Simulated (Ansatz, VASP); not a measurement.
**PbS (Galena) in VASP and in Ansatz**

```
CELL_PARAMETERS angstrom
-0.08386 2.96743 3.03476
2.89869 -0.01886 2.96976
2.89890 2.90264 -0.01907
ATOMIC_POSITIONS crystal
Pb 0.01322 0.97443 0.00553
S 0.48975 0.49507 0.51168
```

Alike in both runs: task single point; functional PBE; dispersion D4; k mesh 4 × 4 × 4; no spin polarisation.

|  | VASP | Ansatz |
| --- | --- | --- |
| version | VASP 6.6.1 | Ansatz 0.2.0 |
| potentials or method | VASP PAW PBE potentials, release 64 (Pb_d, S) | plane waves, PAW |
| plane-wave cutoff (eV) | 520 | 540 |
| occupations | gaussian, width 0.01 eV | fixed |
| valence electrons in the cell | 20 | 20 |

```tsv
	VASP	Ansatz	Ansatz less VASP
pressure (GPa)	0.3	0.4	+0.06
largest component of the traceless stress (GPa)	2.19	2.19	-0.001
rms of the force components (eV/Å)	0.009	0.010	+0.0008
dispersion energy (meV/atom)	-378.9	-379.0	-0.18
```

Atom by atom the forces differ by 0.001 eV/Å (rms over components). Ansatz warned: «stress_scf_threshold_loose».

Caveats: the k mesh is coarse (spacing up to 0.46 Å⁻¹), so the values aren't converged.
